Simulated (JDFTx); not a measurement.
A run of JDFTx 1.7.0 (patched build):

File CuO.in:

```
lattice \
    4.8236215721     0.0000000000     0.0000000000 \
    0.0000000000     4.8236215721     0.0000000000 \
    0.0000000000     0.0000000000     4.8236215721
coords-type Cartesian
ion Cu     0.0000000000     0.0000000000     0.0000000000 1
ion O      2.4118107861     2.4118107861     2.4118107861 1

ion-species pseudo/Cu.upf
ion-species pseudo/O.upf
elec-cutoff 50 400
elec-ex-corr gga-x-b88 gga-c-lyp
kpoint-folding 5 5 5
elec-smearing Fermi 0.0018374661
elec-n-bands 19
electronic-SCF nIterations 100 energyDiffThreshold 1e-09
electronic-minimize nIterations 30 energyDiffThreshold 1e-7
forces-output-coords Cartesian
lattice-minimize nIterations 40 energyDiffThreshold 1e-6

dump-name run.$VAR
dump End Ecomponents EigStats BandEigs Kpoints Forces Stress
```

Potentials or basis: SG15-PBE-1.2 with smoothed tails.

The run is started by

```bash
$ jdftx -c 1 -i CuO.in -o CuO.out
```

Hardware: 1 thread of Intel(R) Xeon(R) 6975P-C (Granite Rapids), on a shared host.

Problem. How long does it take, and how much memory?

Solution. Run time: 31 s on 1 thread of Intel(R) Xeon(R) 6975P-C (Granite Rapids), on a shared host, peak memory 0.08 GiB. Counts: scf iterations 89, bands 19, k points 10, plane waves 1895, ion steps 7.
